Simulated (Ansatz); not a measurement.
BN (P6_3mc), one atom moved over a plane

Theory: DFT r2SCAN, scalar-relativistic, plane waves, PAW in Ansatz 0.2.0. Settings: plane waves to 500 eV, k-mesh 12×12×6 (Γ-centred), Gaussian smearing 0.05 eV. No spin polarisation. Energies are free energies at this smearing, counted from the undisturbed cell; pressure is positive in compression.

The undisturbed cell (as given, not relaxed at this level; it stands at -4.7 GPa; this wurtzite form isn't the usual structure):

```
B N
1.0
     2.55394    0.00000    0.00000
    -1.27697    2.21178    0.00000
     0.00000    0.00000    4.22685
B N
2 2
Direct
  0.66667 0.33333 0.99972
  0.33333 0.66667 0.49972
  0.66667 0.33333 0.62528
  0.33333 0.66667 0.12528
```

Atom 3 (N) is moved by p along (0.707, 0.707, 0.000) and q along (0.000, 0.000, 1.000) (Å), all else fixed. Points are written (p, q).

Energy above the undisturbed cell in eV/cell (a dash: not computed):

```csv
p \ q,-0.200,-0.100,0.000,0.100,0.200
-0.200,1.25,0.69,?,?,1.12
-0.100,0.81,–,0.12,–,0.96
0.000,0.65,0.17,0.00,?,0.90
0.100,0.84,–,0.13,–,0.97
0.200,1.46,0.87,0.57,?,1.20
```

**Question.** Fill in the withheld energies.

**Answer.** (-0.200, 0.000): 0.43; (-0.200, 0.100): 0.54; (0.000, 0.100): 0.21; (0.200, 0.100): 0.65.